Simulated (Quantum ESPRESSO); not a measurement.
The system is Br.

```
Br
1.0
     3.36325   -2.32255    0.00000
     3.36325    2.32255    0.00000
     0.00000    0.00000    8.70230
Br
4
Direct
  0.36510 0.63490 0.39010
  0.13490 0.86510 0.89010
  0.63490 0.36510 0.60990
  0.86510 0.13490 0.10990
```

Base run:

| Property | Result |
| --- | --- |
| Program | Quantum ESPRESSO 7.5 |
| Functional | PBE |
| Potentials or basis | SG15 PBE 1.2 |
| Cutoff | 626 eV |
| Density cutoff | 2503 eV |
| k mesh | 6 × 6 × 2 |
| Occupations | fermi-dirac, width 0.05 eV |
| Spin | no spin polarisation |

Its results: band gap on the k mesh 1.87 eV, indirect (least direct gap 1.92 eV); pressure 2.0 GPa; largest force 1.006 eV/Å.

**Question.** After a change of settings the same cell gave: band gap on the k mesh 1.88 eV, indirect (least direct gap 1.89 eV); pressure 1.6 GPa; largest force 1.013 eV/Å. Which change was it?
A. potentials or basis from SG15 PBE 1.2 to SPMS 1.0 PBE; cutoff from 626 eV to 558 eV; density cutoff from 2503 eV to 2231 eV; k mesh from 6 × 6 × 2 to 3 × 3 × 1
B. functional from PBE to r2SCAN; k mesh from 6 × 6 × 2 to 7 × 7 × 3
C. functional from PBE to PBEsol

**Answer.** A.

Caveats: some runs use coarse meshes; forces of over 1 eV/Å show positions far from the minimum, so gaps and moduli don't describe the material at rest; an odd mesh through Γ misses points on the zone boundary, where band edges often lie (some runs).

Not every run made on this cell is shown here.
